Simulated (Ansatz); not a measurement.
## What Br vacancy, symmetric start does to NaBr

Take a 16-atom supercell of NaBr in the rock salt structure (space group Fm-3m, No. 225; a = 6.036 Å) at its relaxed geometry as the base.

It is then changed as follows: a neutral Br vacancy, symmetric start, atoms relaxed at fixed cell.

The values are results of Kohn–Sham DFT with the PBE functional, run in Ansatz (an electronic-structure program) with PAW and 420 eV plane waves, spin-orbit coupling left out, not measurements. Γ-centred 4×4×4 mesh, Fermi–Dirac width 0.01 eV.

The pressure is still 0.0 GPa and the energy gained by relaxation amounts to 0.00 eV. The largest displacement of a host atom from its site in the perfect cell amounts to 0.00 Å and the mean distance from the defect site to its nearest host atoms remains 3.02 Å.

The magnetic state is the one reached from the starting moments; the real material's order can differ, and small cells can't hold many antiferromagnetic ones. In so small a cell the defect repeats every few ångströms: this is an ordered compound, not a dilute defect. The mesh was chosen for an insulator and is coarse for the gapless case. The defect started on the symmetric site and kept its symmetry, so it may sit on a saddle. The defect cell is spin-polarised and ends with 0.7 μB, a fractional moment that hangs on the mesh and smearing.
